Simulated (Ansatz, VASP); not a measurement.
## One calculation of TiSi, two programs

The input INCAR:

```
SYSTEM = TiSi
  ALGO = Fast
  EDIFF = 1E-6
  ENCUT = 520
  GGA = CA
  ISIF = 2
  ISMEAR = 0
  LASPH = .TRUE.
  LCHARG = .FALSE.
  LREAL = .FALSE.
  LWAVE = .FALSE.
  NBANDS = 15
  NELM = 100
  PREC = Accurate
  SIGMA = 0.15
```

File KPOINTS:

```
k-points
0
G
  18 18 12
  0 0 0
```

File POSCAR:

```
TiSi
1.0
    1.8161780000     -2.1176240000      0.0000000000
    1.8161780000      2.1176240000      0.0000000000
    0.0000000000      0.0000000000      3.8039340000
Ti Si
1 1
Direct
    0.5000000000      0.5000000000      0.0000000000
    0.0000000000      0.0000000000      0.5000000000
```

Input for Ansatz:

```yaml
crystal:
  lattice:
    - [1.816178, -2.117624, 0.0]
    - [1.816178, 2.117624, 0.0]
    - [0.0, 0.0, 3.803934]
  atoms:
    - { symbol: Ti, position: [0.5, 0.5, 0.0] }
    - { symbol: Si, position: [0.0, 0.0, 0.5] }
basis:
  ecutwfc: 420
kpoints:
  mp_grid: { grid: [18, 18, 12] }
hamiltonian:
  xc: lda
scf:
  occupations: { method: gaussian, width: 0.15 }
output:
  forces: true
  stress: true
  eigenvalues: true
```

The cell comes from a database or a generator and needn't be the stable form of this composition.

Alike in both runs: task single point; functional LDA; k mesh 18 × 18 × 12; occupations gaussian, width 0.15 eV; no spin polarisation.

|  | VASP | Ansatz |
| --- | --- | --- |
| version | VASP 6.6.1 | Ansatz 0.2.0 |
| potentials or method | VASP PAW LDA potentials, release 64 (Ti_sv, Si) | scalar-relativistic, plane waves, PAW |
| plane-wave cutoff (eV) | 520 | 420 |
| valence electrons in the cell | 16 | 16 |

VASP gave:

- gap on the k mesh at the Fermi level (eV): none
- pressure (GPa): -7.7
- largest component of the traceless stress (GPa): 0.22

Q: Estimate Ansatz's values.

A: gap on the k mesh at the Fermi level (eV): none; pressure (GPa): -7.8; largest component of the traceless stress (GPa): 0.23.

A gap of «none» marks a metal or a gap that the smearing closes.
